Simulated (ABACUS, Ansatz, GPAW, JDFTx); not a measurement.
**Equation of state of FeO under PBEsol**

Symmetry: Fm-3m, No. 225, cubic system. Conventional cell: a = 4.311 Å, b = 4.311 Å, c = 4.311 Å, α = 90.00°, β = 90.00°, γ = 90.00°. Around Fe (site symmetry m-3m) lie 6 O at 2.16 Å. Around O (site symmetry m-3m) lie 6 Fe at 2.16 Å.

The cell was scaled at fixed shape and fractions and run with Ansatz, Ansatz PAW, cutoff 420 eV; PBEsol, k mesh 11 × 11 × 11 on the cell of 2 atoms, fermi-dirac occupations of 0.05 eV, collinear spin, ferromagnetic start, no spin-orbit coupling. The potentials were made for PBE. Energies are those that the program minimises, any entropy of the smearing included. For a metal such a mesh isn't converged to the digits shown. The magnetic state is the one that the start led to, which needn't be the lowest.

```tsv
V (Å³/atom)	energy over the lowest row (meV/atom)
9.4126	1.59
9.6129	0.00
9.8132	3.76
10.0134	?
10.2137	24.94
10.4140	41.42
10.6143	61.34
```

Task: Fit the third-order Birch-Murnaghan form, give V0, B0 and B′, and predict the energy left open.

Result: With y = (V0/V)^(2/3), E = E0 + (9 V0 B0/16) [(y - 1)³ B′ + (y - 1)² (6 - 4y)]. Least squares through the rows shown give V0 = 9.5688 Å³/atom, E0 = -0.12 meV, B0 = 207.5 GPa (1 eV/Å³ = 160.218 GPa) and B′ = 4.36, with a largest miss of 0.02 meV. At V = 10.0134 the form with these constants gives 12.21 meV; the run gave 12.28 meV an atom. Other set-ups at this level, from all their volumes (Å³/atom, GPa): ABACUS, PseudoDojo NC SR 0.4.1 PBEsol standard, plane waves: V0 9.537, B0 209.1; GPAW, PAW data sets generated for this functional: V0 9.692, B0 210.1; JDFTx, PseudoDojo-SR-PBEsol-0.4.1-standard with smoothed tails: V0 9.538, B0 208.9; Ansatz, all-electron LAPW, scalar-relativistic: V0 9.566, B0 208.
